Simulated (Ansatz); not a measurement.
A crystal relaxed with r2SCAN in the PAW code Ansatz has space group P6_3mc (No. 186) and a = 3.733 Å, c = 11.692 Å.

```csv
atom,site,x,y,z
Xx,2a,0.0000,0.0000,0.9964
Xx,2b,0.3333,0.6667,0.2479
O,2a,0.0000,0.0000,0.1910
O,2b,0.3333,0.6667,0.4397
```

With r2SCAN the valence top lies at M and the conduction bottom at Γ, 3.85 eV higher; the smallest vertical gap, at Γ, is 4.23 eV. The HSE06 gap is indirect, 4.82 eV (M to Γ), below the direct gap of 5.20 eV at Γ. With PBE the valence top lies at M and the conduction bottom at Γ, 3.41 eV higher; the smallest vertical gap, at Γ, is 3.80 eV. Meshes: r2SCAN 12×12×2, HSE06 6×6×2, PBE 12×12×2. r2SCAN's ε∞ is 3.1 along all three axes, to this precision.

**Question.** Which element is Xx?
A. Ca
B. Sr
C. Be
D. Ba

**Answer.** A. Xx is Ca: CaO (4H polytype). Around Ca lie 4 O at 2.25–2.27 Å; around Ca lie 4 O at 2.24–2.26 Å; around O lie 4 Ca at 2.26–2.27 Å; around O lie 4 Ca at 2.24–2.25 Å.

Spin-unpolarised throughout. Whether this structure exists isn't addressed.

The meshes of the hybrids are coarse, so their gaps aren't converged to the digits shown.

For a response run the program warns that the ground state's bands aren't all converged, so ε∞ carries an extra error.
